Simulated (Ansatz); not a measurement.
# Mo (Im-3m) in Ansatz: further runs

One crystal, Mo, is run at these levels: PBEsol; tasks: single point, equation of state.

Program: Ansatz 0.2.0. These are calculated values, not measurements. Logs are shortened: lines on timing, memory, paths and dates and some standing lists are left out, and cuts for length are marked.

## (1) The structure

The structure is cubic, space group Im-3m (No. 229). The conventional cell has a = 3.168 Å, b = 3.168 Å, c = 3.168 Å, α = 90.00°, β = 90.00°, γ = 90.00°. Around Mo (site symmetry m-3m) lie 8 Mo at 2.74 Å.

## (2) Single point, PBEsol, 14.94 Å³/atom (volume scaled by 0.94)

Input file input.yaml:

```yaml
crystal:
  lattice:
    - [-1.5514772677, 1.5514772677, 1.5514772677]
    - [1.5514772677, -1.5514772677, 1.5514772677]
    - [1.5514772677, 1.5514772677, -1.5514772677]
  atoms:
    - { symbol: Mo, position: [0.0, 0.0, 0.0] }
kpoints:
  mp_grid: { grid: [12, 12, 12] }
scf:
  occupations: { method: fermi_dirac, width: 0.05 }
hamiltonian:
  xc: pbesol
  pseudopotentials: { kind: all_electron, lapw: { basis_error: 0.001 } }
output:
  forces: true
  stress: true
  eigenvalues: true
```

Potentials or basis: all-electron LAPW, scalar-relativistic.

Run with:

```console
$ ansatz run input.yaml --threads 1 --pin off --max-ram 3072MiB --backend cpu --events-out ev --progress --plain --runs-dir out
```

The program printed:

```text
Warning: RAYON_NUM_THREADS=1 ignored (pool sized by the plan → 1); use --threads N
LAPW: plane waves up to 8.254 Å⁻¹, error target 1.0e-3 eV per atom; small_component_spin mean_spin; Mo in spheres of 1.344 Å, 30 of its electrons in bands, Dirac shells [] (how accurate: hamiltonian.pseudopotentials.lapw.basis_error, Limitations)
Engine: ansatz 0.2.0, aarch64-unknown-linux-gnu
Pseudopotentials: kind: all_electron
Pseudopotential: Mo, LAPW, valence charge 30, lapw/all_electron/scalar/gaussian/Mo, Koelling and Harmon's equation, gaussian nucleus
Functional definition: PBEsol
  exchange = pbesol_x
  correlation = pbesol_c
Crystal: 1 atoms, lattice volume = 14.938 Å³
Basis set: ecut = 259.56622788056063 eV, 141 PW (Γ), exchange–correlation at level 2
Bands: 19, of which v1, the nominal top of the filled ones, is band 15 counted from 1 (14 counted from 0)
Symmetry: 48 space group operations
Space group: Im-3m (ITA 229), of the structure as read, at distance tolerance 2.5e-5 Å
k-points: 72 of 1728
Non-local potential: Mo, projectors of the file, none
Initial density: superposition of atomic densities (chi_scale 0.1, normalization cell)
Initial wavefunctions: plane waves of lowest kinetic energy (no species holds an atomic orbital)
Functional: x = pbesol(κ = 0.804, μ = 0.12345679012345678), c = pbesol(β = 0.046)
iter 1 solved again at ethr=8.82e-4 eV; its pass at ethr=1.00e-1 eV (dr2=2.64e-1 eV) is discarded
SCF iter   1: F=—  HF=-110119.942591 eV  |F-HF|=—  |Δ(HF+E_count)|=         —  Δρ=5.61e-2  dr2=2.66e-1  ethr=8.82e-4  ⟨swp⟩=2.4  Hψ=8433  notcnv=0
preconditioner: auto → Kerker (q_TF=auto, 3.065 Å⁻¹)  [metal: Δε(μ)=0.098 eV  Ē_g=9.036 eV  σ=0.050 eV  W_gap=0.43  n_scr=12 (ndim 8)  ℏωp=23.5 eV  f_vac=0.000  D(μ)=0.33/eV (n_scr^D=0)]
SCF iter   2: F=—  HF=-110119.348182 eV  |F-HF|=—  |Δ(HF+E_count)|=   5.94e-1  Δρ=2.40e-2  dr2=5.82e-2  ethr=8.82e-4  ⟨swp⟩=2.2  Hψ=4261  notcnv=0
SCF iter   3: F=—  HF=-110119.322926 eV  |F-HF|=—  |Δ(HF+E_count)|=         —  Δρ=1.33e-2  dr2=2.16e-2  ethr=1.94e-4  ⟨swp⟩=2.0  Hψ=3939  notcnv=0
the basis was enlarged: its passes take 555.2 KiB over the memory plan, 1 of 1 planned eigensolver slots
SCF iter   4: F=—  HF=-110119.321093 eV  |F-HF|=—  |Δ(HF+E_count)|=   1.83e-3  Δρ=5.10e-3  dr2=4.04e-3  ethr=7.19e-5  ⟨swp⟩=2.0  Hψ=3817  notcnv=0
iter 5 solved again at ethr=8.76e-7 eV; its pass at ethr=1.35e-5 eV (dr2=2.63e-4 eV) is discarded
SCF iter   5: F=—  HF=-110119.321484 eV  |F-HF|=—  |Δ(HF+E_count)|=   3.91e-4  Δρ=1.34e-3  dr2=2.62e-4  ethr=8.76e-7  ⟨swp⟩=2.0  Hψ=6721  notcnv=0
SCF iter   6: F=—  HF=-110119.321477 eV  |F-HF|=—  |Δ(HF+E_count)|=   7.51e-6  Δρ=2.84e-4  dr2=5.89e-6  ethr=8.75e-7  ⟨swp⟩=2.0  Hψ=3972  notcnv=0
SCF iter   7: F=-110119.321477 eV  HF=-110119.321477 eV  |F-HF|=2.26e-8  |Δ(HF+E_count)|=   2.27e-7  Δρ=1.99e-5  dr2=2.02e-8  ethr=1.96e-8  ⟨swp⟩=2.0  Hψ=3972  notcnv=0
SCF 1 converged in 7 iterations: F = -110119.321477 eV  dr2 = 2.02e-8
SCF converged after 7 iterations
Free energy (F): -110119.321477 eV
Harris-Foulkes:  -110119.321477 eV  (|F-HF|=2.26e-8)
Internal energy: -110119.319400 eV  (E = F + TS)
E sigma→0 (E₀):  -110119.320439 eV
Entropy (-TS):   -0.002077 eV (-2.077 meV/atom)
Fermi energy:    24.496510 eV
--- Per-component energies (eV) ---
  E_band       = -4042.849727
  E_kinetic    = 114110.096997
  E_xc         = -3312.537220
  E_electrostatic = -220916.879178  (all electrons and nuclei)
  E_smearing   = -0.002077  (= −TS)
  E_closure    = 0.000000  (closes the sum)
  E_atoms      = -110107.552781  (free atoms, spherical and without spin; not in F)
  Σ components = -110119.321477   (vs F -110119.321477, Δ=0.00e0)
  Basis errors (estimates in eV, not in F): energy 2.5e-4 per atom: plane waves 2.0e-4 (1.1e-4 summed), levels above the bands 1.3e-84, relativity 2.5e-8, radial functions 4.5e-5, core shells 2.6e-7; eigenvalues (radial functions only) 2.3e-6; not estimated: angular momenta, meshes, grids; target (lapw.basis_error) 1.0e-3; muffin-tin radii Mo 1.344 Å
--- Forces (eV/Å), atoms counted from 1 ---
  atom   1  Mo     0.00000000    -0.00000000     0.00000000
  max |Σ_I F_I| component: 5.75e-31 eV/Å
--- Stress (GPa, compression-positive) ---
        7.525324      -0.000000       0.000000
       -0.000000       7.525324       0.000000
        0.000000       0.000000       7.525324
  P = ⅓ Tr σ = 7.5253 GPa (75.253 kbar)
--- Band table (eV; the first three rows and the last of 72) ---
  k-point 0: bands = ["-350.9036", "-350.9036", "-350.9036", "-193.0847", "-193.0847", "-193.0541", "-193.0541", "-193.0541", "-36.6483", "-9.8123", "-9.8123", "-9.8123", "17.1433", "23.1048", "23.1048", "23.1048", "26.2888", "26.2888", "39.2770"]
  k-point 1: bands = ["-350.9036", "-350.9036", "-350.9036", "-193.0847", "-193.0847", "-193.0541", "-193.0541", "-193.0541", "-36.6275", "-9.9296", "-9.8481", "-9.8133", "17.4635", "22.9208", "23.0692", "23.4113", "26.0278", "26.2935", "39.5164"]
  k-point 2: bands = ["-350.9036", "-350.9036", "-350.9036", "-193.0847", "-193.0847", "-193.0541", "-193.0541", "-193.0541", "-36.5701", "-10.2430", "-9.9448", "-9.8162", "18.2978", "22.4555", "22.9092", "24.3022", "25.6728", "26.3343", "39.8907"]
  k-point 71: bands = ["-350.9036", "-350.9036", "-350.9036", "-193.0847", "-193.0847", "-193.0541", "-193.0541", "-193.0541", "-36.1065", "-10.9247", "-10.9247", "-10.9247", "18.7353", "18.7353", "28.8339", "28.8339", "28.8339", "33.9268", "33.9268"]
```

Wall time 9.3 s (1 thread of Arm Neoverse N1, shared host); peak memory 0.25 GiB.

Results:

| Property | Result |
| --- | --- |
| Free energy | -110119.3215 eV |
| Pressure | 7.5 GPa |
| Band gap on the k mesh | none (metal or under the smearing width) |

## (3) Single point, PBEsol, 15.26 Å³/atom (volume scaled by 0.96)

Changes to input.yaml since step 2:

```diff
@@ -2,5 +2,5 @@
   lattice:
-    - [-1.5514772677, 1.5514772677, 1.5514772677]
-    - [1.5514772677, -1.5514772677, 1.5514772677]
-    - [1.5514772677, 1.5514772677, -1.5514772677]
+    - [-1.562403524, 1.562403524, 1.562403524]
+    - [1.562403524, -1.562403524, 1.562403524]
+    - [1.562403524, 1.562403524, -1.562403524]
   atoms:
```

Potentials or basis: all-electron LAPW, scalar-relativistic.

Run with:

```console
$ ansatz run input.yaml --threads 1 --pin off --max-ram 3072MiB --backend cpu --events-out ev --progress --plain --runs-dir out
```

Run time: 9.3 s. Hardware: 1 thread of Arm Neoverse N1, shared host; peak memory 0.26 GiB.

The run converged. Its results:

* Free energy: -110119.3300 eV
* Pressure: 1.2 GPa
* Band gap on the k mesh: none (metal or under the smearing width)

## (4) Single point, PBEsol, 15.57 Å³/atom (volume scaled by 0.98)

Changes to input.yaml since step 3:

```diff
@@ -2,5 +2,5 @@
   lattice:
-    - [-1.562403524, 1.562403524, 1.562403524]
-    - [1.562403524, -1.562403524, 1.562403524]
-    - [1.562403524, 1.562403524, -1.562403524]
+    - [-1.5731790612, 1.5731790612, 1.5731790612]
+    - [1.5731790612, -1.5731790612, 1.5731790612]
+    - [1.5731790612, 1.5731790612, -1.5731790612]
   atoms:
```

Run with:

```console
$ ansatz run input.yaml --threads 1 --pin off --max-ram 3072MiB --backend cpu --events-out ev --progress --plain --runs-dir out
```

Run time: 8.6 s. Hardware: 1 thread of Arm Neoverse N1, shared host; peak memory 0.26 GiB.

Results (log left out):

- Free energy: -110119.3266 eV
- Pressure: -4.5 GPa
- Band gap on the k mesh: none (metal or under the smearing width)

## (5) Single point, PBEsol, 15.89 Å³/atom

Changes to input.yaml since step 4:

```diff
@@ -2,5 +2,5 @@
   lattice:
-    - [-1.5731790612, 1.5731790612, 1.5731790612]
-    - [1.5731790612, -1.5731790612, 1.5731790612]
-    - [1.5731790612, 1.5731790612, -1.5731790612]
+    - [-1.5838089719, 1.5838089719, 1.5838089719]
+    - [1.5838089719, -1.5838089719, 1.5838089719]
+    - [1.5838089719, 1.5838089719, -1.5838089719]
   atoms:
```

Run with:

```console
$ ansatz run input.yaml --threads 1 --pin off --max-ram 3072MiB --backend cpu --events-out ev --progress --plain --runs-dir out
```

Wall time 9.2 s (1 thread of Arm Neoverse N1, shared host); peak memory 0.26 GiB.

It converged, with:

- Free energy: -110119.3125 eV
- Pressure: -9.6 GPa
- Band gap on the k mesh: none (metal or under the smearing width)

## (6) Single point, PBEsol, 16.21 Å³/atom (volume scaled by 1.02)

Changes to input.yaml since step 5:

```diff
@@ -2,5 +2,5 @@
   lattice:
-    - [-1.5838089719, 1.5838089719, 1.5838089719]
-    - [1.5838089719, -1.5838089719, 1.5838089719]
-    - [1.5838089719, 1.5838089719, -1.5838089719]
+    - [-1.5942980787, 1.5942980787, 1.5942980787]
+    - [1.5942980787, -1.5942980787, 1.5942980787]
+    - [1.5942980787, 1.5942980787, -1.5942980787]
   atoms:
```

Potentials or basis: all-electron LAPW, scalar-relativistic.

Run with:

```console
$ ansatz run input.yaml --threads 1 --pin off --max-ram 3072MiB --backend cpu --events-out ev --progress --plain --runs-dir out
```

Run time: 9.1 s. Hardware: 1 thread of Arm Neoverse N1, shared host; peak memory 0.26 GiB.

It converged, with:

| Item | Value |
| --- | --- |
| Free energy | -110119.2888 eV |
| Pressure | -14.2 GPa |
| Band gap on the k mesh | none (metal or under the smearing width) |

## (7) Single point, PBEsol, 16.53 Å³/atom (volume scaled by 1.04)

Changes to input.yaml since step 6:

```diff
@@ -2,5 +2,5 @@
   lattice:
-    - [-1.5942980787, 1.5942980787, 1.5942980787]
-    - [1.5942980787, -1.5942980787, 1.5942980787]
-    - [1.5942980787, 1.5942980787, -1.5942980787]
+    - [-1.6046509537, 1.6046509537, 1.6046509537]
+    - [1.6046509537, -1.6046509537, 1.6046509537]
+    - [1.6046509537, 1.6046509537, -1.6046509537]
   atoms:
```

Run with:

```console
$ ansatz run input.yaml --threads 1 --pin off --max-ram 3072MiB --backend cpu --events-out ev --progress --plain --runs-dir out
```

Wall time 9.3 s (1 thread of Arm Neoverse N1, shared host); peak memory 0.26 GiB.

Results (log left out):

```
Free energy            : -110119.2566 eV
Pressure               : -18.3 GPa
Band gap on the k mesh : none (metal or under the smearing width)
```

## (8) Single point, PBEsol, 16.85 Å³/atom (volume scaled by 1.06)

Changes to input.yaml since step 7:

```diff
@@ -2,5 +2,5 @@
   lattice:
-    - [-1.6046509537, 1.6046509537, 1.6046509537]
-    - [1.6046509537, -1.6046509537, 1.6046509537]
-    - [1.6046509537, 1.6046509537, -1.6046509537]
+    - [-1.614871936, 1.614871936, 1.614871936]
+    - [1.614871936, -1.614871936, 1.614871936]
+    - [1.614871936, 1.614871936, -1.614871936]
   atoms:
```

Run with:

```console
$ ansatz run input.yaml --threads 1 --pin off --max-ram 3072MiB --backend cpu --events-out ev --progress --plain --runs-dir out
```

Run time: 9.3 s. Hardware: 1 thread of Arm Neoverse N1, shared host; peak memory 0.26 GiB.

Results (log left out):

```
Free energy            : -110119.2167 eV
Pressure               : -21.9 GPa
Band gap on the k mesh : none (metal or under the smearing width)
```

## (9) Equation of state, PBEsol

Potentials or basis: all-electron LAPW, scalar-relativistic.

This step only gathers the single runs of the series.

What came out:

```
Equilibrium volume                      : 15.32 Å³/atom
Bulk modulus                            : 283 GPa
Pressure derivative of the bulk modulus : 4.3
```

Energy against volume, from the lowest point:
| volume (Å³/atom) | energy (meV/atom) |
| --- | --- |
| 14.938 | 8.53 |
| 15.256 | 0.00 |
| 15.574 | 3.41 |
| 15.892 | 17.50 |
| 16.209 | 41.17 |
| 16.527 | 73.42 |
| 16.845 | 113.35 |
